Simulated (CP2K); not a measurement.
A run of CP2K 2026.2:

Contents of cu_scf.inp:

```
&GLOBAL
  PROJECT cu_scf
  RUN_TYPE ENERGY_FORCE
  PRINT_LEVEL LOW
&END GLOBAL
&FORCE_EVAL
  METHOD QS
  STRESS_TENSOR ANALYTICAL
  &DFT
    BASIS_SET_FILE_NAME BASIS_MOLOPT_UZH
    POTENTIAL_FILE_NAME POTENTIAL_UZH
    &MGRID
      CUTOFF 450
      REL_CUTOFF 60
      NGRIDS 5
    &END MGRID
    &QS
      METHOD GPW
      EPS_DEFAULT 1.0E-10
    &END QS
    &KPOINTS
      SCHEME MONKHORST-PACK 13 13 13
      GAMMA_CENTERED T
      SYMMETRY T
      SYMMETRY_BACKEND SPGLIB
    &END KPOINTS
    &SCF
      SCF_GUESS ATOMIC
      EPS_SCF 1.0E-6
      MAX_SCF 100
      ADDED_MOS 11
      CHOLESKY OFF
      EPS_EIGVAL 1.0E-7
      &DIAGONALIZATION ON
        ALGORITHM STANDARD
      &END DIAGONALIZATION
      &MIXING ON
        METHOD BROYDEN_MIXING
        ALPHA 0.4
        BETA 1.5
        NBUFFER 8
      &END MIXING
      &SMEAR ON
        METHOD GAUSSIAN
        SIGMA [eV] 0.02
      &END SMEAR
    &END SCF
    &XC
      &XC_FUNCTIONAL PBE
      &END XC_FUNCTIONAL
    &END XC
    &PRINT
      &KPOINTS ON
      &END KPOINTS
      &MULLIKEN ON
      &END MULLIKEN
      &MO ON
        ENERGIES T
        OCCUPATION_NUMBERS T
        &EACH
          QS_SCF 0
        &END EACH
        ADD_LAST NUMERIC
      &END MO
      &E_DENSITY_CUBE ON
        STRIDE 1
      &END E_DENSITY_CUBE
      &V_HARTREE_CUBE ON
        STRIDE 1
      &END V_HARTREE_CUBE
      &ELF_CUBE ON
        STRIDE 1
      &END ELF_CUBE
    &END PRINT
  &END DFT
  &SUBSYS
    &CELL
      A 2.4610780738 0.0000000000 0.0000000000
      B -0.9222401335 2.2817489830 0.0000000000
      C -0.7694189702 -1.1408744915 2.0404178808
      PERIODIC XYZ
    &END CELL
    &COORD
      SCALED
      Cu  0.0000000000 0.0000000000 0.0000000000
    &END COORD
    &KIND Cu
      BASIS_SET TZVP-MOLOPT-PBE-GTH-q11
      POTENTIAL GTH-PBE-q11
    &END KIND
    &PRINT
      &ATOMIC_COORDINATES ON
      &END ATOMIC_COORDINATES
      &CELL ON
      &END CELL
    &END PRINT
  &END SUBSYS
  &PRINT
    &FORCES ON
    &END FORCES
    &STRESS_TENSOR ON
    &END STRESS_TENSOR
  &END PRINT
&END FORCE_EVAL
```

Potentials or basis: POTENTIAL_UZH Cu GTH-PBE-q11; TZVP-MOLOPT-PBE-GTH basis.

Run with:

```bash
$ OMP_NUM_THREADS=1 cp2k.psmp -i cu_scf.inp -o cu_scf.out
```

Hardware: 1 thread of Arm Neoverse V1, on a shared host.

**Question.** How long does it take, and how much memory?

**Answer.** It took 5.4 min on 1 thread of Arm Neoverse V1 (shared host), peak memory 0.38 GiB. Counts: scf iterations 11, k points 196, basis 34, bands 17, force evaluations 1.
